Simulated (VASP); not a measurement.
# Si45Ge19 (P1) in VASP: relaxation of cell and atoms with LDA

Aim: the relaxation of cell and atoms of Si45Ge19 with LDA.

Everything below comes from runs of VASP 6.6.1. Logs are shortened: lines on timing, memory, paths and dates and some standing lists are left out, and cuts for length are marked.

### Step 1. Starting point

The typed cell holds 64 atoms: a = 10.806 Å, b = 10.806 Å, c = 11.058 Å, α = 90.00°, β = 90.00°, γ = 90.00°.

The cell comes from a database or a generator and needn't be the stable form of this composition.

### Step 2. Relaxation of cell and atoms, LDA

Input file INCAR:

```
PREC     = Accurate       # precision mode
ENCUT    = 600            # plane-wave cutoff, eV
EDIFF    = 1E-6           # SCF threshold, eV
ISMEAR   = 0              # smearing method
SIGMA    = 0.02           # smearing width, eV
LREAL    = F              # projectors in reciprocal space
LASPH    = T              # aspherical terms in the spheres
NELM     = 60             # most SCF steps
ALGO     = Normal         # electronic algorithm
ISIF     = 3              # what is computed and relaxed
LWAVE    = F              # write WAVECAR
LCHARG   = F              # write CHGCAR
IBRION   = 2              # ionic algorithm
NSW      = 60             # ionic steps
EDIFFG   = -0.02          # ionic threshold
LATTICE_CONSTRAINTS= .FALSE. .FALSE. .TRUE.
KPAR     = 2
```

Input file KPOINTS:

```
Automatic mesh
0
Gamma
  2 2 2
```

Input file POSCAR:

```
Si45Ge19
1.0
   10.8060000000      0.0000000000      0.0000000000
    0.0000000000     10.8060000000      0.0000000000
    0.0000000000      0.0000000000     11.0575590000
Si Ge
45 19
Direct
    0.0000000000      0.0000000000      0.0000000000
    0.0000000000      0.0000000000      0.5000000000
    0.0000000000      0.5000000000      0.5000000000
    0.5000000000      0.0000000000      0.0000000000
    0.5000000000      0.0000000000      0.5000000000
    0.5000000000      0.5000000000      0.0000000000
    0.5000000000      0.5000000000      0.5000000000
    0.0000000000      0.2500000000      0.2500000000
    0.0000000000      0.2500000000      0.7500000000
    0.0000000000      0.7500000000      0.2500000000
    0.0000000000      0.7500000000      0.7500000000
    0.5000000000      0.2500000000      0.2500000000
    0.2500000000      0.0000000000      0.7500000000
    0.2500000000      0.5000000000      0.2500000000
    0.7500000000      0.0000000000      0.7500000000
    0.7500000000      0.5000000000      0.2500000000
    0.7500000000      0.5000000000      0.7500000000
    0.2500000000      0.2500000000      0.0000000000
    0.2500000000      0.2500000000      0.5000000000
    0.2500000000      0.7500000000      0.0000000000
    0.2500000000      0.7500000000      0.5000000000
    0.7500000000      0.2500000000      0.0000000000
    0.7500000000      0.2500000000      0.5000000000
    0.1250000000      0.1250000000      0.6250000000
    0.1250000000      0.6250000000      0.1250000000
    0.1250000000      0.6250000000      0.6250000000
    0.6250000000      0.1250000000      0.1250000000
    0.6250000000      0.6250000000      0.1250000000
    0.6250000000      0.6250000000      0.6250000000
    0.1250000000      0.3750000000      0.3750000000
    0.1250000000      0.3750000000      0.8750000000
    0.1250000000      0.8750000000      0.3750000000
    0.1250000000      0.8750000000      0.8750000000
    0.6250000000      0.3750000000      0.3750000000
    0.3750000000      0.6250000000      0.3750000000
    0.3750000000      0.6250000000      0.8750000000
    0.8750000000      0.1250000000      0.3750000000
    0.8750000000      0.6250000000      0.3750000000
    0.8750000000      0.6250000000      0.8750000000
    0.3750000000      0.3750000000      0.6250000000
    0.3750000000      0.8750000000      0.1250000000
    0.3750000000      0.8750000000      0.6250000000
    0.8750000000      0.3750000000      0.1250000000
    0.8750000000      0.3750000000      0.6250000000
    0.8750000000      0.8750000000      0.1250000000
    0.0000000000      0.5000000000      0.0000000000
    0.5000000000      0.2500000000      0.7500000000
    0.5000000000      0.7500000000      0.2500000000
    0.5000000000      0.7500000000      0.7500000000
    0.2500000000      0.0000000000      0.2500000000
    0.2500000000      0.5000000000      0.7500000000
    0.7500000000      0.0000000000      0.2500000000
    0.7500000000      0.7500000000      0.0000000000
    0.7500000000      0.7500000000      0.5000000000
    0.1250000000      0.1250000000      0.1250000000
    0.6250000000      0.1250000000      0.6250000000
    0.6250000000      0.3750000000      0.8750000000
    0.6250000000      0.8750000000      0.3750000000
    0.6250000000      0.8750000000      0.8750000000
    0.3750000000      0.1250000000      0.3750000000
    0.3750000000      0.1250000000      0.8750000000
    0.8750000000      0.1250000000      0.8750000000
    0.3750000000      0.3750000000      0.1250000000
    0.8750000000      0.8750000000      0.6250000000
```

Potentials or basis: VASP PAW LDA potentials, release 64 (Si, Ge_d).

Launch:

```sh
> cat potpaw_LDA.64/Si/POTCAR potpaw_LDA.64/Ge_d/POTCAR > POTCAR
> mpirun -np 8 vasp_std > vasp.out
```

OUTCAR:

```text
PREC = Accurate
   ENCUT = 600
   EDIFF = 1E-6
   ISMEAR = 0
   LREAL = F
   LASPH = T
   NELM = 60
   ISIF = 3
   IBRION = 2
   NSW = 60
   EDIFFG = -0.02

 ion  position               nearest neighbor table
   1  0.000  0.000  0.000-  33 2.36  45 2.36  55 2.36  62 2.36
   2  0.000  0.000  0.500-  24 2.36  32 2.36  37 2.36  64 2.36
   3  0.000  0.500  0.500-  26 2.36  30 2.36  38 2.36  44 2.36
   4  0.500  0.000  0.000-  27 2.36  41 2.36  59 2.36  61 2.36
   5  0.500  0.000  0.500-  42 2.36  56 2.36  58 2.36  60 2.36
   6  0.500  0.500  0.000-  28 2.36  36 2.36  57 2.36  63 2.36
[... 56 lines left out ...]
  63  0.375  0.375  0.125-   6 2.36  12 2.36  14 2.36  18 2.36
  64  0.875  0.875  0.625-   2 2.36  11 2.36  15 2.36  54 2.36

  LATTYP: Found a simple tetragonal cell.
 ALAT       =    10.8060000000
 C/A-ratio  =     1.0232795669

  Lattice vectors:

 A1 = (  10.8060000000,   0.0000000000,   0.0000000000)
 A2 = (   0.0000000000,  10.8060000000,   0.0000000000)
 A3 = (   0.0000000000,   0.0000000000,  11.0575590000)

Analysis of symmetry for initial positions (statically):
=====================================================================
 Subroutine PRICEL returns:
 Original cell was already a primitive cell.

 Routine SETGRP: Setting up the symmetry group for a
 simple tetragonal supercell.

 Subroutine GETGRP returns: Found  1 space group operations
 (whereof  1 operations were pure point group operations)
 out of a pool of 16 trial point group operations.

The static configuration has the point symmetry C_1 .

Analysis of symmetry for dynamics (positions and initial velocities):
=====================================================================
 Subroutine PRICEL returns:
 Original cell was already a primitive cell.

 Routine SETGRP: Setting up the symmetry group for a
 simple tetragonal supercell.

 Subroutine GETGRP returns: Found  1 space group operations
 (whereof  1 operations were pure point group operations)
 out of a pool of 16 trial point group operations.

The dynamic configuration has the point symmetry C_1 .

 Subroutine INISYM returns: Found  1 space group operations
 (whereof  1 operations are pure point group operations),
 and found     1 'primitive' translations

----------------------------------------------------------------------------------------

                                     Primitive cell

  volume of cell :    1291.1871

  direct lattice vectors                    reciprocal lattice vectors
    10.806000000  0.000000000  0.000000000     0.092541181  0.000000000  0.000000000
     0.000000000 10.806000000  0.000000000     0.000000000  0.092541181  0.000000000
     0.000000000  0.000000000 11.057559000     0.000000000  0.000000000  0.090435873

  length of vectors
    10.806000000 10.806000000 11.057559000     0.092541181  0.092541181  0.090435873

  position of ions in fractional coordinates (direct lattice)
     0.000000000  0.000000000  0.000000000
     0.000000000  0.000000000  0.500000000
     0.000000000  0.500000000  0.500000000
     0.500000000  0.000000000  0.000000000
     0.500000000  0.000000000  0.500000000
     0.500000000  0.500000000  0.000000000
[... 56 lines left out ...]
     0.375000000  0.375000000  0.125000000
     0.875000000  0.875000000  0.625000000

  ion indices of the primitive-cell ions
   primitive index   ion index
                 1           1
                 2           2
                 3           3
                 4           4
                 5           5
                 6           6
[... 56 lines left out ...]
                63          63
                64          64

[... 22 lines left out ...]
 ===========================================

 Found      8 irreducible k-points:

 Following reciprocal coordinates:
            Coordinates               Weight
  0.000000  0.000000  0.000000      1.000000
  0.500000  0.000000  0.000000      1.000000
  0.000000  0.500000  0.000000      1.000000
  0.500000  0.500000  0.000000      1.000000
  0.000000  0.000000  0.500000      1.000000
  0.500000  0.000000  0.500000      1.000000
  0.000000  0.500000  0.500000      1.000000
  0.500000  0.500000  0.500000      1.000000
   k-points           NKPTS =      8   k-points in BZ     NKDIM =      8   number of bands    NBANDS=    268
   number of dos      NEDOS =    301   number of ions     NIONS =     64
   total plane-waves  NPLWV = 729000
   dimension x,y,z NGX =    90 NGY =   90 NGZ =   90
   dimension x,y,z NGXF=   180 NGYF=  180 NGZF=  180
   ions per type =              45  19
   NGX,Y,Z   is equivalent  to a cutoff of  13.85, 13.85, 13.53 a.u.
   NGXF,Y,Z  is equivalent  to a cutoff of  27.69, 27.69, 27.06 a.u.
 SYSTEM =  unknown system
   PREC   = accura    normal or accurate (medium, high low for compatibility)
   ISTART =      0    job   : 0-new  1-cont  2-samecut
   ICHARG =      2    charge: 1-file 2-atom 10-const
   ISPIN  =      1    spin polarized calculation?
   LNONCOLLINEAR =      F non collinear calculations
   LSORBIT =      F    spin-orbit coupling
   LASPH  =      T    aspherical Exc in radial PAW
   ENCUT  =  600.0 eV  44.10 Ry    6.64 a.u.  21.58 21.58 22.08*2*pi/ulx,y,z
   NELM   =     60;   NELMIN=  2; NELMDL= -5     # of ELM steps
   EDIFF  = 0.1E-05   stopping-criterion for ELM
   LREAL  =      F    real-space projection
   EDIFFG = -.2E-01   stopping-criterion for IOM
   NSW    =     60    number of steps for IOM
   IBRION =      2    ionic relax: 0-MD 1-quasi-New 2-CG
   NFREE  =      1    steps in history (QN), initial steepest desc. (CG)
   ISIF   =      3    stress and relaxation
   ISYM   =      2    0-nonsym 1-usesym 2-fastsym
   POTIM  = 0.5000    time-step for ionic-motion
   TEBEG  =    0.0;   TEEND  =   0.0 temperature during run
   PSTRESS=    0.0 pullay stress
   NELECT =     446.0000    total number of electrons
   NUPDOWN=      -1.0000    fix difference up-down
   EMIN   =  10.00;   EMAX   =-10.00  energy-range for DOS
   EFERMI =   0.00;   METHOD = LEGACY
   ISMEAR =     0;   SIGMA  =   0.02  broadening in eV -4-tet -1-fermi 0-gaus
   EFERMI_NEDOS =   21; number of points for ismear=-14 and -15
   IALGO  =     38    algorithm
   IMIX   =      4    mixing-type and parameters
     AMIX     =   0.40;   BMIX     =  1.00
     AMIX_MAG =   1.60;   BMIX_MAG =  1.00
  volume/ion in A,a.u.               =      20.17       136.15
  Fermi-wavevector in a.u.,A,eV,Ry     =   1.148656  2.170645 17.951677  1.319411
  Thomas-Fermi vector in A             =   2.285330
   LORBIT       =      0    0 simple, 1 ext, 2 COOP (PROOUT), +10 PAW based schemes
   GGA     = CA    functional components
   LHFCALC =     F    Hartree Fock is set to
   AEXX    =    0.0000 exact exchange contribution
   IVDW    =     0    specifies the selected vdW correction
   LEPSILON=     F    determine dielectric tensor
   LRPA    =     F    only Hartree local field effects (RPA)
 conjugate gradient relaxation of ions
 non-spin polarized calculation
 Gauss-broadening in eV      SIGMA  =   0.02
  energy-cutoff  :      600.00
  volume of cell :     1291.19
 maximum number of plane-waves:     43212
 NGX is ok and might be reduce to    90
   NGX = 43   NGY = 43   NGZ = 45

--------------------------------------- Ionic step        1  -------------------------------------------

 number of electron     446.0000079 magnetization

 Free energy of the ion-electron system (eV)
  ---------------------------------------------------
  ext. energy  EPLUGINS =         0.00000000
  ---------------------------------------------------
  free energy    TOTEN  =      -365.76873395 eV

  energy without entropy =     -365.76873395  energy(sigma->0) =     -365.76873395

------------------------ aborting loop because EDIFF is reached ----------------------------------------

  FORCE on cell =-STRESS in cart. coord.  units (eV):
  Direction    XX          YY          ZZ          XY          YZ          ZX
  --------------------------------------------------------------------------------------
  -------------------------------------------------------------------------------------
  Total       12.7054872     12.6362277     -5.1404112      0.1237428      0.0563536      0.2361002
  in kB       15.7656803     15.6797391     -6.3785102      0.1535470      0.0699267      0.2929663
  external PRESSURE =       8.3556364 kB  Pullay stress =       0.0000000 kB
[... 673 lines left out ...]
--------------------------------------- Ionic step        8  -------------------------------------------

 number of electron     446.0000026 magnetization

 Free energy of the ion-electron system (eV)
  ---------------------------------------------------
  ext. energy  EPLUGINS =         0.00000000
  ---------------------------------------------------
  free energy    TOTEN  =      -366.16851949 eV

  energy without entropy =     -366.16851949  energy(sigma->0) =     -366.16851949

 E-fermi :   5.9605     XC(G=0):  -9.9709

 val. band max:        5.8366166614   @ k =   0.0000   0.0000   0.0000
 cond. band min:       6.1086817015   @ k =   0.0000   0.5000   0.0000
 fundamental gap:      0.2720650401
 Fermi energy:         5.9604861101

 k-point     1 :       0.0000    0.0000    0.0000
  band No.  band energies     occupation
      1     -18.8461      2.00000
      2     -18.8353      2.00000
      3     -18.8339      2.00000
      4     -18.8298      2.00000
      5     -18.8255      2.00000
      6     -18.8158      2.00000
[... 1893 lines left out ...]
    234       7.0915      0.00000
    235       7.1234      0.00000
 [bands above 235 left out]

------------------------ aborting loop because EDIFF is reached ----------------------------------------

  FORCE on cell =-STRESS in cart. coord.  units (eV):
  Direction    XX          YY          ZZ          XY          YZ          ZX
  --------------------------------------------------------------------------------------
  -------------------------------------------------------------------------------------
  Total       14.4808165     14.3962845      0.0873127     -0.0972412      0.0126939     -0.0971605
  in kB       18.0448267     17.9394896      0.1088021     -0.1211742      0.0158181     -0.1210736
  external PRESSURE =      12.0310395 kB  Pullay stress =       0.0000000 kB
[... 79 lines left out ...]
  FREE ENERGIE OF THE ION-ELECTRON SYSTEM (eV)
  ---------------------------------------------------
  free  energy   TOTEN  =      -366.1685194927 eV

  energy  without entropy=     -366.1685194927  energy(sigma->0) =     -366.16851949

 reached required accuracy - stopping structural energy minimisation
```

Run time: 2.9 h. Hardware: 8 MPI ranks of Intel Xeon Platinum 8488C (Sapphire Rapids), shared host; peak memory 0.87 GiB.

What came out:

```yaml
Free_energy: -366.1685 eV
Relaxed_volume: 20.09 Å³/atom
Relaxed_cell: a = 10.806 Å, b = 10.806 Å, c = 11.011 Å, α = 90.00°, β = 90.00°, γ = 90.00°
Space_group_after_relaxing_to_0.05_Å: P1 (No. 1)
Energy_gained_by_relaxing: 6.2 meV/atom
Ionic_steps: 8
Pressure_after_relaxing: 1.2 GPa
Largest_force_after_relaxing: 0.018 eV/Å
Band_gap_on_the_k_mesh: 0.27 eV, indirect (least direct gap 0.38 eV)
```

Forces in eV/Å, atoms in the order of the input:
```
Si  -0.002 -0.004  0.005
Si   0.003  0.006  0.000
Si  -0.002  0.006 -0.002
Si  -0.008  0.009 -0.001
Si   0.001 -0.008 -0.005
Si  -0.003 -0.001  0.002
Si  -0.006 -0.006  0.003
Si   0.005  0.004 -0.002
Si   0.004  0.001  0.000
Si   0.006 -0.003 -0.001
Si  -0.005 -0.008 -0.008
Si  -0.010  0.000 -0.001
Si  -0.006  0.006 -0.009
Si  -0.008  0.001 -0.002
Si   0.001 -0.001 -0.001
Si   0.001 -0.002 -0.003
Si   0.005  0.002 -0.008
Si  -0.013  0.001  0.000
Si   0.005  0.005 -0.003
Si   0.001 -0.011  0.009
Si  -0.013 -0.001 -0.003
Si  -0.006  0.005  0.001
Si   0.012 -0.004  0.004
Si   0.000  0.009 -0.007
Si  -0.004 -0.011  0.004
Si  -0.004 -0.003  0.000
Si   0.001  0.002  0.011
Si   0.005  0.006 -0.005
Si   0.002  0.000 -0.007
Si   0.001  0.015  0.005
Si  -0.003  0.001  0.004
Si  -0.003  0.008 -0.003
Si  -0.002 -0.010  0.003
Si   0.000 -0.003  0.002
Si  -0.011 -0.004  0.005
Si   0.006 -0.001  0.001
Si   0.011  0.001  0.003
Si  -0.001  0.009  0.004
Si   0.013 -0.012  0.003
Si   0.000  0.000  0.005
Si   0.004  0.004  0.006
Si  -0.002 -0.005 -0.006
Si   0.008  0.002 -0.005
Si   0.013  0.011 -0.003
Si   0.008 -0.006  0.003
Ge   0.008 -0.012  0.000
Ge  -0.001  0.003 -0.001
Ge  -0.002 -0.004  0.005
Ge   0.005 -0.002 -0.004
Ge  -0.002  0.010 -0.002
Ge   0.000 -0.010  0.002
Ge   0.007 -0.005  0.008
Ge   0.014 -0.001 -0.007
Ge  -0.004  0.000  0.001
Ge  -0.002  0.000  0.000
Ge   0.000  0.000  0.001
Ge  -0.002  0.012 -0.004
Ge   0.003 -0.012  0.003
Ge   0.005 -0.003  0.001
Ge   0.000 -0.002 -0.001
Ge  -0.011  0.011 -0.003
Ge   0.001  0.001  0.006
Ge  -0.015  0.010  0.000
Ge  -0.007 -0.004 -0.006
```

The path:
| step | energy change (eV) | largest force (eV/Å) | pressure (GPa) | volume (Å³) |
| --- | --- | --- | --- | --- |
| 1 | 0.0000 | 0.5493 | 0.84 | 1291.19 |
| 2 | -0.3061 | 0.2724 | 1.18 | 1286.18 |
| 3 | -0.3380 | 0.2699 | 1.35 | 1283.99 |
| 4 | -0.3837 | 0.1072 | 1.25 | 1285.32 |
| 5 | -0.3879 | 0.1049 | 1.19 | 1285.87 |
| 6 | -0.3977 | 0.0435 | 1.17 | 1286.07 |
| 7 | -0.3983 | 0.0494 | 1.17 | 1286.12 |
| 8 | -0.3998 | 0.0181 | 1.20 | 1285.73 |

Final structure:
```
Si Ge
1.0
    10.80600    0.00000    0.00000
     0.00000   10.80600    0.00000
     0.00000    0.00000   11.01085
Si Ge
45 19
Direct
  0.00069 0.99655 0.99878
  0.00224 0.00226 0.49868
  0.00025 0.50013 0.49962
  0.49938 0.00080 0.00328
  0.49754 0.99889 0.50227
  0.50001 0.50327 0.00063
  0.49984 0.49890 0.49854
  0.99859 0.25261 0.25226
  0.00101 0.25098 0.74779
  0.00070 0.74936 0.25084
  0.00286 0.74864 0.75134
  0.50339 0.25119 0.25045
  0.24687 0.99783 0.74834
  0.24787 0.50131 0.25260
  0.75099 0.00100 0.75011
  0.74997 0.49898 0.25048
  0.75262 0.50071 0.74787
  0.24792 0.25155 0.99888
  0.24761 0.25216 0.50090
  0.24944 0.75029 0.99968
  0.24872 0.74954 0.50003
  0.75034 0.25036 0.00324
  0.75240 0.25253 0.49814
  0.12519 0.12553 0.62468
  0.12659 0.62696 0.12673
  0.12349 0.62633 0.62347
  0.62385 0.12712 0.12416
  0.62586 0.62138 0.12592
  0.62426 0.62031 0.62472
  0.12409 0.37575 0.37562
  0.12449 0.37273 0.87376
  0.12323 0.87272 0.37682
  0.12550 0.87350 0.87470
  0.62614 0.37569 0.37494
  0.37259 0.62331 0.37727
  0.37383 0.62529 0.87799
  0.87756 0.12790 0.37655
  0.87713 0.62194 0.37232
  0.87630 0.62466 0.87155
  0.37395 0.37631 0.62125
  0.37449 0.87376 0.12175
  0.37129 0.87534 0.62351
  0.87322 0.37395 0.12787
  0.87606 0.37561 0.62403
  0.87921 0.87410 0.12553
  0.99990 0.49936 0.00067
  0.49855 0.25185 0.74824
  0.49713 0.74667 0.24800
  0.49736 0.74829 0.74823
  0.24957 0.99667 0.25003
  0.24956 0.50057 0.74956
  0.75288 0.00296 0.24841
  0.75249 0.74759 0.00162
  0.75127 0.74547 0.50003
  0.12188 0.12668 0.12404
  0.62754 0.12422 0.62238
  0.62748 0.37797 0.87682
  0.62307 0.87581 0.37563
  0.62475 0.87777 0.87563
  0.37617 0.12735 0.37675
  0.37200 0.12261 0.87601
  0.87573 0.12573 0.87554
  0.37467 0.37616 0.12577
  0.87843 0.87621 0.62674
```
